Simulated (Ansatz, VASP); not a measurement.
# One calculation of Rh, two programs

The input INCAR:

```
PREC = Accurate
ENCUT = 520
EDIFF = 1E-6
ISMEAR = -1
SIGMA = 0.05
LREAL = False
LASPH = True
NELM = 100
ALGO = Normal
ISIF = 2
LWAVE = False
LCHARG = False
GGA = PE
NBANDS = 14
```

Contents of KPOINTS:

```
Automatic mesh
0
Gamma
  16 16 16
```

POSCAR

```
Rh
1.0
    0.0000000000      1.8894027281      1.8894027281
    1.8894027281      0.0000000000      1.8894027281
    1.8894027281      1.8894027281      0.0000000000
Rh
1
Direct
    0.0000000000      0.0000000000      0.0000000000
```

Input for Ansatz:

```yaml
crystal:
  lattice:
    - [0.0, 1.8894027281, 1.8894027281]
    - [1.8894027281, 0.0, 1.8894027281]
    - [1.8894027281, 1.8894027281, 0.0]
  atoms:
    - { symbol: Rh, position: [0.0, 0.0, 0.0] }
kpoints:
  mp_grid: { grid: [16, 16, 16] }
scf:
  occupations: { method: fermi_dirac, width: 0.05 }
hamiltonian:
  xc: pbe
  pseudopotentials: { kind: all_electron, lapw: { basis_error: 0.0005 } }
output:
  forces: true
  stress: true
  eigenvalues: true
```

Change from the starting cell: volume scaled by 0.96.

Alike in both runs: task single point; functional PBE; k mesh 16 × 16 × 16; occupations fermi-dirac, width 0.05 eV; no spin polarisation.

|  | VASP | Ansatz |
| --- | --- | --- |
| version | VASP 6.6.1 | Ansatz 0.2.0 |
| potentials or method | VASP PAW PBE potentials, release 64 (Rh_pv) | all-electron LAPW, scalar-relativistic |
| plane-wave cutoff (eV) | 520 | see its input |

Ansatz gave:

```
pressure (GPa) : 11.6
```

Task: Which values does VASP return?

Result: Pressure (GPa): 11.7.

Ansatz ran all-electron here, so the differences hold the error of VASP's frozen core and of both bases.
